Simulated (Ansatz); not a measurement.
Mg (diamond): energy against volume

Theory: DFT, revPBE, plane waves (420 eV) with PAW, scalar-relativistic (Ansatz). The PAW files were generated under PBE, with cores re-solved for the functional.

The cell is scaled uniformly from the relaxed one, with fractional coordinates and shape fixed. Energies are extrapolated to zero smearing, pressures are those at the given smearing. Magnetic state: spin not included.

A Birch-Murnaghan fit gives V₀ = 41.77 Å³/atom, B₀ = 10.2 GPa, B₀′ = 4.1.

Question: What are the energy above the minimum and the pressure at 43.584 Å³/atom?

Answer: 2.3 meV/atom and -0.35 GPa as computed.

Question: What are the energy above the minimum and the pressure at 45.260 Å³/atom?

Answer: 8.1 meV/atom and -0.64 GPa as computed.

Question: What are the energy above the minimum and the pressure at 46.936 Å³/atom?

Answer: 16.6 meV/atom and -0.87 GPa as computed.
